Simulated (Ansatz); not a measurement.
# Ga2O3 (C2/m): the equilibrium volume, part 2 of 2

Aim: the volume at which the pressure of Ga2O3 (C2/m) vanishes.

Ansatz 0.2.0; DFT PBEsol, scalar-relativistic, plane waves, PAW. The steps go on from the part before.

### Step 3. Relaxing cell and atoms

input.yaml

```yaml
crystal:
  lattice:
    - [6.1402367086, -1.5237836756, 0.0]
    - [6.1402367086, 1.5237836756, 0.0]
    - [-1.3841308865, 0.0, 5.6503488592]
  atoms:
    - { symbol: Ga, position: [0.3411617, 0.3411617, 0.68526966] }
    - { symbol: Ga, position: [0.6588383, 0.6588383, 0.31473034] }
    - { symbol: Ga, position: [0.9095256, 0.9095256, 0.205214] }
    - { symbol: Ga, position: [0.0904744, 0.0904744, 0.794786] }
    - { symbol: O, position: [0.50353087, 0.50353087, 0.74333591] }
    - { symbol: O, position: [0.49646913, 0.49646913, 0.25666409] }
    - { symbol: O, position: [0.82662894, 0.82662894, 0.43676984] }
    - { symbol: O, position: [0.17337106, 0.17337106, 0.56323016] }
    - { symbol: O, position: [0.16450498, 0.16450498, 0.10915408] }
    - { symbol: O, position: [0.83549502, 0.83549502, 0.89084592] }
basis:
  ecutwfc: 420
kpoints:
  mp_grid: { grid: [8, 8, 4] }
hamiltonian:
  xc: pbesol
scf:
  occupations: { method: gaussian, width: 0.02 }
output:
  forces: true
  stress: true
  eigenvalues: true
relax:
  adjacent_minimum: "off"
  f_tol: 0.005
  max_steps: 80
  cell: { stress_tol: 0.05 }
```

Command:

```bash
ansatz run input.yaml --threads 8 --pin off --max-ram 16384MiB --backend cpu --events-out ev --progress --plain --runs-dir out
```

Log:

```text
Warning: RAYON_NUM_THREADS=8 ignored (pool sized by the plan → 8); use --threads N
basis.fft_grid_basis auto: the FFT boxes are laid along the combinations [[1, -1, 0], [0, 1, 0], [0, 0, 1]] of the cell's own vectors, 3.048, 6.326 and 5.817 Å long. The dense box has 24×45×40 points. Along the cell's own vectors, as sized, it would have 45×45×40, 1.88 times as many. Of the 4 symmetry operations that the crystal satisfies within crystal.symmetry.tolerance (time reversal apart; of a slab, those that keep its plane) the dense box along the cell's own vectors carries 4, and the one as laid loses 2 of those. basis.fft_grid_basis: typed keeps the cell's own vectors: state it where this run's energies or levels are differenced outside the engine with another run's, or held beside a run that keeps those vectors.
Engine: ansatz 0.2.0, aarch64-unknown-linux-gnu
Pseudopotentials: kind: paw
Pseudopotential: Ga, paw, valence charge 13, recommended cutoff 420 eV (normal), Ga.paw.azcp
Pseudopotential: O, paw, valence charge 6, recommended cutoff 420 eV (normal), O.paw.azcp
Functional definition: PBEsol
  exchange = pbesol_x
  correlation = pbesol_c
Crystal: 10 atoms, lattice volume = 105.734 Å³
Basis set: ecut = 420 eV, 2047 PW (Γ), FFT grids on a1−a2, a2, a3, exchange–correlation on 48×90×80 points (8 copies of the dense FFT grid, shifted against one another)
Bands: 54, of which v1, the nominal top of the filled ones, is band 44 counted from 1 (43 counted from 0)
Symmetry: 4 space group operations
Space group: C2/m (ITA 12), of the structure as read, at distance tolerance 4.7e-5 Å
k-points: 78 of 256
Non-local potential: Ga, projectors of the file, l = 0: 2, l = 1: 2, l = 2: 3, l = 3: 1
Non-local potential: O, projectors of the file, l = 0: 2, l = 1: 2, l = 2: 1
PAW form: soft (Blöchl's): semilocal exchange-correlation on the pseudo side does not see the compensation charge
PAW frozen core: Ga, regenerated for the run's functional, and the local potential with it (the file was generated under x = pbe(κ = 0.804, μ = 0.2195149727645171), c = pbe(β = 0.06672455060314922))
PAW frozen core: O, regenerated for the run's functional, and the local potential with it (the file was generated under x = pbe(κ = 0.804, μ = 0.2195149727645171), c = pbe(β = 0.06672455060314922))
PAW one-centre angular grid: Ga, 590 points (default); XC on 64 Gauss nodes
PAW one-centre angular grid: O, 110 points (default); XC on 64 Gauss nodes
Initial density: superposition of atomic densities (neutral atoms: chi_scale 0, normalization atom), corrected by the library's trained network
Initial wavefunctions: pseudopotential atomic-orbital guess
Functional: x = pbesol(κ = 0.804, μ = 0.12345679012345678), c = pbesol(β = 0.046)
SCF iter   1: F=—  HF=-18341.889482 eV  |F-HF|=—  |Δ(HF+E_count)|=         —  Δρ=1.63e-2  dr2=2.18e-1  ethr=1.77e-3  ⟨swp⟩=6.1  Hψ=15555  notcnv=0  defer=11
preconditioner: auto → Resta (q_TF=auto, 2.646 Å⁻¹)  ε∞=4.7  [insulator: Δε(μ)=2.071 eV  Ē_g=17.562 eV  σ=0.020 eV  W_gap=1.00  n_scr=34 (ndim 8)  ℏωp=33.9 eV  f_vac=0.015  D(μ)=0.00/eV (n_scr^D=0)  ε∞_Penn≈4.7]
SCF iter   2: F=—  HF=-18341.826081 eV  |F-HF|=—  |Δ(HF+E_count)|=   6.34e-2  Δρ=2.12e-3  dr2=2.62e-3  ethr=2.48e-4  ⟨swp⟩=2.0  Hψ=6474  notcnv=0  defer=302
SCF iter   3: F=—  HF=-18341.826180 eV  |F-HF|=—  |Δ(HF+E_count)|=   9.95e-5  Δρ=1.11e-3  dr2=8.61e-4  ethr=2.97e-6  ⟨swp⟩=2.2  Hψ=6098  notcnv=0  defer=302
SCF iter   4: F=—  HF=-18341.826372 eV  |F-HF|=—  |Δ(HF+E_count)|=   1.92e-4  Δρ=4.33e-4  dr2=1.56e-4  ethr=9.79e-7  ⟨swp⟩=2.4  Hψ=7421  notcnv=0  defer=302
SCF iter   5: F=—  HF=-18341.826315 eV  |F-HF|=—  |Δ(HF+E_count)|=   5.75e-5  Δρ=1.11e-4  dr2=1.20e-5  ethr=1.78e-7  ⟨swp⟩=2.0  Hψ=6868  notcnv=0  defer=302
SCF iter   6: F=—  HF=-18341.826384 eV  |F-HF|=—  |Δ(HF+E_count)|=   6.91e-5  Δρ=1.88e-5  dr2=2.86e-7  ethr=1.37e-8  ⟨swp⟩=2.0  Hψ=7342  notcnv=0  defer=302
SCF iter   7: F=-18341.826384 eV  HF=-18341.826384 eV  |F-HF|=2.85e-8  |Δ(HF+E_count)|=   4.51e-8  Δρ=4.84e-6  dr2=1.99e-8  ethr=1.14e-10  ⟨swp⟩=9.4  Hψ=18416  notcnv=0
SCF 1 converged in 7 iterations: F = -18341.826384 eV  dr2 = 1.99e-8
relax step   1: F+E_penalty+E_count = -18341.82638386 eV  Δ(F+E_penalty+E_count) = +0.000e0 eV  max|allowed force component| = 6.665e-2 eV/Å  Δτ_max = 0.0000 Å  P = -0.159 GPa  Ω = 105.734 Å³  (7 SCF iters, dr2 threshold 1.00e-7 eV, accepted)
Crystal: 10 atoms, lattice volume = 105.626 Å³
Basis set: ecut = 420 eV, 2045 PW (Γ), FFT grids on a1−a2, a2, a3, exchange–correlation on 48×90×80 points (8 copies of the dense FFT grid, shifted against one another)
Initial density: handed on by an earlier stage of this run
Initial wavefunctions: those handed on with the density
iter 1 solved again at ethr=2.39e-7 eV; its pass at ethr=3.10e-3 eV (dr2=2.10e-4 eV) is discarded
SCF iter   1: F=—  HF=-18341.827614 eV  |F-HF|=—  |Δ(HF+E_count)|=         —  Δρ=8.58e-4  dr2=2.14e-4  ethr=2.39e-7  ⟨swp⟩=2.7  Hψ=16279  notcnv=0
preconditioner: auto → Resta (q_TF=auto, 2.647 Å⁻¹)  ε∞=4.7  [insulator: Δε(μ)=2.222 eV  Ē_g=17.602 eV  σ=0.020 eV  W_gap=1.00  n_scr=34 (ndim 8)  ℏωp=33.9 eV  f_vac=0.011  D(μ)=0.00/eV (n_scr^D=0)  ε∞_Penn≈4.7]
SCF iter   2: F=—  HF=-18341.827625 eV  |F-HF|=—  |Δ(HF+E_count)|=   1.11e-5  Δρ=4.29e-4  dr2=5.60e-5  ethr=2.39e-7  ⟨swp⟩=2.0  Hψ=7254  notcnv=0
SCF iter   3: F=—  HF=-18341.827618 eV  |F-HF|=—  |Δ(HF+E_count)|=   7.03e-6  Δρ=1.07e-4  dr2=1.09e-5  ethr=6.36e-8  ⟨swp⟩=2.0  Hψ=7247  notcnv=0
SCF iter   4: F=—  HF=-18341.827616 eV  |F-HF|=—  |Δ(HF+E_count)|=   2.09e-6  Δρ=2.83e-5  dr2=9.91e-7  ethr=1.24e-8  ⟨swp⟩=3.0  Hψ=7865  notcnv=0
SCF iter   5: F=-18341.827616 eV  HF=-18341.827616 eV  |F-HF|=1.26e-8  |Δ(HF+E_count)|=  1.35e-10  Δρ=6.85e-6  dr2=4.52e-8  ethr=3.16e-10  ⟨swp⟩=5.9  Hψ=17752  notcnv=0
SCF 2 converged in 5 iterations: F = -18341.827616 eV  dr2 = 4.52e-8
relax step   2: F+E_penalty+E_count = -18341.82761624 eV  Δ(F+E_penalty+E_count) = -1.232e-3 eV  max|allowed force component| = 2.430e-2 eV/Å  Δτ_max = 0.0061 Å  P = -0.021 GPa  Ω = 105.626 Å³  energy of the carried Pulay correction = +5.447e-4 eV  (5 SCF iters, dr2 threshold 2.78e-7 eV, accepted)
Crystal: 10 atoms, lattice volume = 105.596 Å³
iter 1 solved again at ethr=4.51e-8 eV; its pass at ethr=3.10e-3 eV (dr2=3.97e-5 eV) is discarded
SCF iter   1: F=—  HF=-18341.827808 eV  |F-HF|=—  |Δ(HF+E_count)|=         —  Δρ=3.70e-4  dr2=4.04e-5  ethr=4.51e-8  ⟨swp⟩=2.4  Hψ=14906  notcnv=0
preconditioner: auto → Resta (q_TF=auto, 2.647 Å⁻¹)  ε∞=4.7  [insulator: Δε(μ)=2.227 eV  Ē_g=17.602 eV  σ=0.020 eV  W_gap=1.00  n_scr=34 (ndim 8)  ℏωp=33.9 eV  f_vac=0.011  D(μ)=0.00/eV (n_scr^D=0)  ε∞_Penn≈4.7]
SCF iter   2: F=—  HF=-18341.827856 eV  |F-HF|=—  |Δ(HF+E_count)|=   4.81e-5  Δρ=1.84e-4  dr2=1.11e-5  ethr=4.51e-8  ⟨swp⟩=2.0  Hψ=7179  notcnv=0
SCF iter   3: F=—  HF=-18341.827855 eV  |F-HF|=—  |Δ(HF+E_count)|=   1.23e-6  Δρ=4.74e-5  dr2=1.89e-6  ethr=1.26e-8  ⟨swp⟩=2.0  Hψ=7159  notcnv=0
SCF iter   4: F=—  HF=-18341.827855 eV  |F-HF|=—  |Δ(HF+E_count)|=   3.49e-7  Δρ=1.28e-5  dr2=2.00e-7  ethr=2.15e-9  ⟨swp⟩=2.9  Hψ=7622  notcnv=0
SCF iter   5: F=-18341.827855 eV  HF=-18341.827855 eV  |F-HF|=2.41e-9  |Δ(HF+E_count)|=   2.48e-9  Δρ=2.60e-6  dr2=9.54e-9  ethr=9.01e-11  ⟨swp⟩=4.7  Hψ=14442  notcnv=0
SCF 3 converged in 5 iterations: F = -18341.827855 eV  dr2 = 9.54e-9
relax step   3: F+E_penalty+E_count = -18341.82785468 eV  Δ(F+E_penalty+E_count) = -2.384e-4 eV  max|allowed force component| = 1.113e-2 eV/Å  Δτ_max = 0.0022 Å  P = +0.010 GPa  Ω = 105.596 Å³  energy of the carried Pulay correction = +6.950e-4 eV  (5 SCF iters, dr2 threshold 7.92e-8 eV, accepted)
Crystal: 10 atoms, lattice volume = 105.598 Å³
iter 1 solved again at ethr=8.33e-8 eV; its pass at ethr=3.10e-3 eV (dr2=7.33e-5 eV) is discarded
SCF iter   1: F=—  HF=-18341.827844 eV  |F-HF|=—  |Δ(HF+E_count)|=         —  Δρ=4.71e-4  dr2=7.49e-5  ethr=8.33e-8  ⟨swp⟩=3.0  Hψ=16511  notcnv=0
preconditioner: auto → Resta (q_TF=auto, 2.647 Å⁻¹)  ε∞=4.7  [insulator: Δε(μ)=2.226 eV  Ē_g=17.602 eV  σ=0.020 eV  W_gap=1.00  n_scr=34 (ndim 8)  ℏωp=33.9 eV  f_vac=0.011  D(μ)=0.00/eV (n_scr^D=0)  ε∞_Penn≈4.7]
SCF iter   2: F=—  HF=-18341.827882 eV  |F-HF|=—  |Δ(HF+E_count)|=   3.88e-5  Δρ=2.30e-4  dr2=1.78e-5  ethr=8.33e-8  ⟨swp⟩=2.9  Hψ=6950  notcnv=0
SCF iter   3: F=—  HF=-18341.827877 eV  |F-HF|=—  |Δ(HF+E_count)|=   5.32e-6  Δρ=5.06e-5  dr2=2.12e-6  ethr=2.02e-8  ⟨swp⟩=2.2  Hψ=6926  notcnv=0
SCF iter   4: F=—  HF=-18341.827874 eV  |F-HF|=—  |Δ(HF+E_count)|=   2.54e-6  Δρ=1.46e-5  dr2=1.93e-7  ethr=2.41e-9  ⟨swp⟩=2.0  Hψ=6191  notcnv=0
SCF iter   5: F=—  HF=-18341.827875 eV  |F-HF|=—  |Δ(HF+E_count)|=   4.83e-8  Δρ=4.68e-6  dr2=1.75e-8  ethr=2.20e-10  ⟨swp⟩=2.0  Hψ=5639  notcnv=0
SCF iter   6: F=-18341.827875 eV  HF=-18341.827875 eV  |F-HF|=9.71e-10  |Δ(HF+E_count)|=   3.74e-9  Δρ=1.43e-6  dr2=2.15e-9  ethr=1.65e-11  ⟨swp⟩=4.6  Hψ=15354  notcnv=0
SCF 4 converged in 6 iterations: F = -18341.827875 eV  dr2 = 2.15e-9
relax step   4: F+E_penalty+E_count = -18341.82787454 eV  Δ(F+E_penalty+E_count) = -1.986e-5 eV  max|allowed force component| = 3.768e-3 eV/Å  Δτ_max = 0.0016 Å  P = +0.001 GPa  Ω = 105.598 Å³  energy of the carried Pulay correction = +6.853e-4 eV  (6 SCF iters, dr2 threshold 1.45e-8 eV, accepted)
Initial wavefunctions: pseudopotential atomic-orbital guess (no wavefunctions were taken with the density)
iter 1 solved again at ethr=3.30e-8 eV; its pass at ethr=3.10e-3 eV (dr2=2.91e-5 eV) is discarded
SCF iter   1: F=—  HF=-18341.827154 eV  |F-HF|=—  |Δ(HF+E_count)|=         —  Δρ=1.41e-5  dr2=3.38e-8  ethr=3.30e-8  ⟨swp⟩=3.1  Hψ=27798  notcnv=0
SCF iter   2: F=—  HF=-18341.827209 eV  |F-HF|=—  |Δ(HF+E_count)|=   5.51e-5  Δρ=7.04e-6  dr2=9.68e-9  ethr=3.84e-11  ⟨swp⟩=2.1  Hψ=7648  notcnv=0
SCF iter   3: F=—  HF=-18341.827209 eV  |F-HF|=—  |Δ(HF+E_count)|=   1.13e-8  Δρ=2.21e-6  dr2=1.02e-9  ethr=1.10e-11  ⟨swp⟩=2.4  Hψ=6667  notcnv=0
SCF iter   4: F=-18341.827209 eV  HF=-18341.827209 eV  |F-HF|=4.37e-11  |Δ(HF+E_count)|=  9.28e-10  Δρ=3.18e-7  dr2=7.58e-11  ethr=1.00e-12  ⟨swp⟩=3.3  Hψ=18086  notcnv=0
SCF 5 converged in 4 iterations: F = -18341.827209 eV  dr2 = 7.58e-11
relax step   5: F+E_penalty+E_count = -18341.82720938 eV  Δ(F+E_penalty+E_count) = +6.652e-4 eV  max|allowed force component| = 3.853e-3 eV/Å  Δτ_max = 0.0000 Å  P = -0.009 GPa  Ω = 105.598 Å³  stress off target by 2.18e-2 GPa  SCF on the basis re-selected at this cell (its energy is not comparable with the rows above)  (4 SCF iters)
basis re-selected at this cell: Δ(F+E_penalty+E_count) = +6.652e-4 eV, ΔP = -0.010 GPa vs the last step (what re-selecting the basis moved, of the pressure what is left beyond the Pulay correction that the steps carried, after the strain that the cell walked since its last selection, with what the two solves' SCF thresholds leave and, on support functions, any second-order correction that the steps lacked; it is no measure of the basis error at this ecutwfc). This SCF's stress stands 2.18e-2 GPa from its target on what of the cell is left free (relax.cell.stress_tol is 5.00e-2 GPa) and its largest allowed force component is 3.85e-3 eV/Å (relax.f_tol is 5.00e-3 eV/Å): within both
SCF converged after 4 iterations
Free energy (F): -18341.827209 eV
Harris-Foulkes:  -18341.827209 eV  (|F-HF|=4.37e-11)
Internal energy: -18341.827209 eV  (E = F + TS)
E sigma→0 (E₀):  -18341.827209 eV
Fermi energy:    9.047434 eV
--- Per-component energies (eV) ---
  E_band       = -114.630615
  E_kinetic    = 1515.413552
  E_local      = -9119.321525  (includes V_loc(G=0)·N_el)
  E_nonlocal   = 2026.548822
  E_hartree    = 4085.038012
  E_xc         = -704.530163
  E_vxc        = -786.365404  (∫ρ·V_xc dr)
  E_paw        = -8749.004845  (= ΣΔE_a)
  E_vpaw       = -1920.996985  (= ΣTr[D̂ρ^β])
  E_aug_tail   = 0.014238  (compensation charges beyond the density's cutoff)
  E_ewald      = -7399.648938
  E_core_change = 3.663639  (= ΣΔE_core)
  E_smearing   = -0.000000  (= −TS)
  E_closure    = -0.000000  (closes the sum)
  Σ components = -18341.827209   (vs F -18341.827209, Δ=0.00e0)
--- Forces (eV/Å), atoms counted from 1 ---
  atom   1  Ga    -0.00225034    -0.00000000     0.00385280
  atom   2  Ga     0.00225034     0.00000000    -0.00385280
  atom   3  Ga     0.00234277    -0.00000000     0.00237842
  atom   4  Ga    -0.00234277     0.00000000    -0.00237842
  atom   5  O     -0.00056427    -0.00000000     0.00047224
  atom   6  O      0.00056427     0.00000000    -0.00047224
  atom   7  O     -0.00203553    -0.00000000    -0.00110268
  atom   8  O      0.00203553     0.00000000     0.00110268
  atom   9  O     -0.00051204    -0.00000000     0.00325353
  atom  10  O      0.00051204     0.00000000    -0.00325353
  max |Σ_I F_I| component: 8.67e-19 eV/Å
--- Stress (GPa, compression-positive) ---
       -0.010847       0.000000      -0.015932
        0.000000      -0.018187      -0.000000
       -0.015932      -0.000000       0.001228
  P = ⅓ Tr σ = -0.0093 GPa (-0.093 kbar)
--- Band table (eV; the first three rows and the last of 78) ---
  k-point 0: bands = ["-10.8965", "-9.7171", "-9.7008", "-9.5946", "-9.1116", "-9.1049", "-5.0097", "-4.9768", "-4.9713", "-4.9215", "-4.7965", "-4.7874", "-4.7823", "-4.7718", "-4.7181", "-4.5913", "-4.5883", "-4.5832", "-4.5454", "-4.5326", "-4.5128", "-4.5124", "-4.4560", "-4.3664", "-4.2136", "-4.1703", "0.8976", "1.9631", "3.1352", "3.7365", "4.3809", "5.2687", "5.3445", "5.7125", "5.9444", "6.0418", "6.2694", "6.3505", "6.9639", "7.2425", "7.2564", "7.4452", "7.6427", "7.9197", "10.1607", "13.4668", "14.4800", "14.5167", "15.5265", "16.4790", "17.1459", "17.2228", "18.9658", "20.0937"]
  k-point 1: bands = ["-10.7881", "-9.9207", "-9.7085", "-9.5068", "-9.1834", "-9.0565", "-4.9929", "-4.9786", "-4.9730", "-4.9182", "-4.8854", "-4.8174", "-4.7701", "-4.7482", "-4.7075", "-4.6134", "-4.6052", "-4.5846", "-4.5814", "-4.5259", "-4.5107", "-4.4893", "-4.4542", "-4.3320", "-4.3186", "-3.9814", "1.1715", "2.2411", "2.8377", "3.7623", "4.5226", "5.2714", "5.5077", "5.5769", "5.9039", "5.9074", "6.0829", "6.3304", "6.6989", "7.0339", "7.2718", "7.3614", "7.4575", "7.6668", "11.1121", "13.6359", "14.2850", "14.6872", "15.3703", "16.2790", "17.0764", "17.5729", "19.4140", "20.0416"]
  k-point 2: bands = ["-10.6182", "-10.1526", "-9.7167", "-9.4411", "-9.2125", "-9.0607", "-4.9796", "-4.9750", "-4.9627", "-4.9493", "-4.8948", "-4.8854", "-4.7470", "-4.7131", "-4.7114", "-4.6406", "-4.6389", "-4.5951", "-4.5573", "-4.5555", "-4.5090", "-4.4558", "-4.4529", "-4.3766", "-4.2916", "-3.8793", "1.7946", "2.0216", "2.8550", "3.6296", "4.6890", "5.1961", "5.3767", "5.6722", "5.8890", "5.9056", "6.0148", "6.3569", "6.3846", "6.5145", "7.2666", "7.2860", "7.4276", "7.6294", "12.5457", "12.6796", "14.5003", "14.9746", "15.5117", "15.5857", "17.6070", "17.6854", "19.3688", "19.4712"]
  k-point 77: bands = ["-10.4886", "-10.0600", "-9.8878", "-9.5642", "-9.2567", "-8.9953", "-4.9888", "-4.9845", "-4.9827", "-4.9615", "-4.9139", "-4.9123", "-4.7826", "-4.7395", "-4.7252", "-4.7115", "-4.6408", "-4.6367", "-4.5751", "-4.5718", "-4.5072", "-4.4961", "-4.4512", "-4.4186", "-3.9115", "-3.7273", "2.2121", "2.4787", "2.6913", "3.2399", "4.2723", "4.7652", "4.9714", "5.2388", "5.5134", "5.7410", "6.1052", "6.6792", "7.0300", "7.2140", "7.2789", "7.3189", "7.3391", "7.9247", "12.9569", "13.0875", "14.0076", "14.3104", "14.7649", "15.3538", "17.5063", "17.9644", "19.4498", "19.8153"]
--- Relaxed structure (4 steps of the walk, 4 accepted, 1 SCFs on fresh bases) ---
  F+E_penalty+E_count = -18341.82720938 eV   max|allowed force component| = 3.853e-3 eV/Å   (the final SCF, on the basis selected at the relaxed cell)
  cell:  # Å, volume = 105.5983 Å³
    - [6.13871347222046, -1.5236598588473909, 0.0036360898996733444]
    - [6.13871347222046, 1.5236598588473909, 0.0036360898996733444]
    - [-1.3804415279276827, -2.471223659624021e-34, 5.6441527270576755]
  atoms:
    - { symbol: Ga, position: [0.341268131905032, 0.341268131905032, 0.6854239428224638] }
    - { symbol: Ga, position: [0.6587318680949679, 0.6587318680949679, 0.3145760571775365] }
    - { symbol: Ga, position: [0.9094817727678709, 0.9094817727678709, 0.204605282698305] }
    - { symbol: Ga, position: [0.09051822723212902, 0.09051822723212902, 0.7953947173016951] }
    - { symbol: O, position: [0.5037661253235847, 0.5037661253235847, 0.7440673776508809] }
    - { symbol: O, position: [0.4962338746764152, 0.4962338746764152, 0.2559326223491195] }
    - { symbol: O, position: [0.8267789418098839, 0.8267789418098839, 0.43723025457700343] }
    - { symbol: O, position: [0.17322105819011607, 0.17322105819011607, 0.5627697454229968] }
    - { symbol: O, position: [0.16527375771508268, 0.16527375771508268, 0.10958920997152831] }
    - { symbol: O, position: [0.8347262422849171, 0.8347262422849171, 0.8904107900284718] }
```

It took 14 s on 8 threads of Arm Neoverse V2, shared host; peak memory 0.81 GiB.

Step by step:

| step | energy from step 1 (meV/atom) | largest force component (eV/Å) | pressure (GPa) | volume (Å³/atom) |
| --- | --- | --- | --- | --- |
| 1 | 0.0 | 0.067 | -0.16 | 10.573 |
| 2 | -0.1 | 0.024 | -0.02 | 10.563 |
| 3 | -0.1 | 0.011 | 0.01 | 10.560 |
| 4 | -0.1 | 0.004 | 0.00 | 10.560 |
| 5 | -0.1 | 0.004 | -0.01 | 10.560 |

Step 1 is the start. Step 5 repeats the geometry before it on a plane-wave basis chosen anew for the final cell, which shifts the energy by +0.1 meV/atom.

Read off: volume 10.560 Å³/atom, pressure -0.01 GPa, gap on the mesh 2.23 eV.

### Step 4. What came out

The summary covers parts 1 to 2.

```
         quantity                                                                        value
           volume                                                               10.560 Å³/atom
         pressure                                                                    -0.01 GPa
conventional cell  a = 12.277 Å, b = 3.047 Å, c = 5.811 Å, α = 90.00°, β = 103.71°, γ = 90.00°
  gap on the mesh                                                                      2.23 eV
```

The volume stayed near 10.56 Å³/atom, where the pressure is zero within 0.01 GPa.

The gaps are Kohn-Sham values of a semilocal functional, not quasiparticle or optical gaps. Such gaps usually fall short of the measured ones.
